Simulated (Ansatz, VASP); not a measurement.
# Two plane-wave programs on Al

INCAR

```
SYSTEM = Al
  PREC = Accurate
  ENCUT = 520
  EDIFF = 1E-6
  ISMEAR = 1
  SIGMA = 0.1
  LREAL = .False.
  LASPH = .True.
  NELM = 80
  ALGO = Normal
  ISIF = 2
  LWAVE = .False.
  LCHARG = .True.
  GGA = PS
  LELF = .True.
  LVHAR = .True.
  NBANDS = 8
```

The input KPOINTS:

```
Automatic mesh
0
Gamma
  12 12 12
  0 0 0
```

POSCAR

```
Al
1.0
    0.0000000000      1.9974394157      1.9974394157
    1.9974394157      0.0000000000      1.9974394157
    1.9974394157      1.9974394157      0.0000000000
Al
1
Direct
    0.0000000000      0.0000000000      0.0000000000
```

Input for Ansatz:

```yaml
crystal:
  lattice:
    - [0.0, 1.997439415665883, 1.997439415665883]
    - [1.997439415665883, 0.0, 1.997439415665883]
    - [1.997439415665883, 1.997439415665883, 0.0]
  atoms:
    - { symbol: Al, position: [0.0, 0.0, 0.0] }
basis:
  ecutwfc: 450.0
kpoints:
  mp_grid:
    grid: [12, 12, 12]
hamiltonian:
  xc: pbesol
  pseudopotentials:
    kind: paw
scf:
  max_iter: 65
  occupations:
    method: methfessel_paxton
    width: 0.1
output:
  stress: true
```

Alike in both runs: task single point; functional PBEsol; k mesh 12 × 12 × 12; occupations methfessel-paxton of order 1, width 0.1 eV; no spin polarisation.

|  | VASP | Ansatz |
| --- | --- | --- |
| version | VASP 6.6.1 | Ansatz 0.2.0 |
| potentials or method | VASP PAW PBE potentials, release 64 (Al) | plane waves, PAW |
| plane-wave cutoff (eV) | 520 | 450 |
| valence electrons in the cell | 3 | 3 |

```tsv
	VASP	Ansatz	Ansatz less VASP
pressure (GPa)	1.7	1.6	-0.07
```

Caveats: the PAW data sets were made with another functional, which shifts forces and pressure a little (VASP).
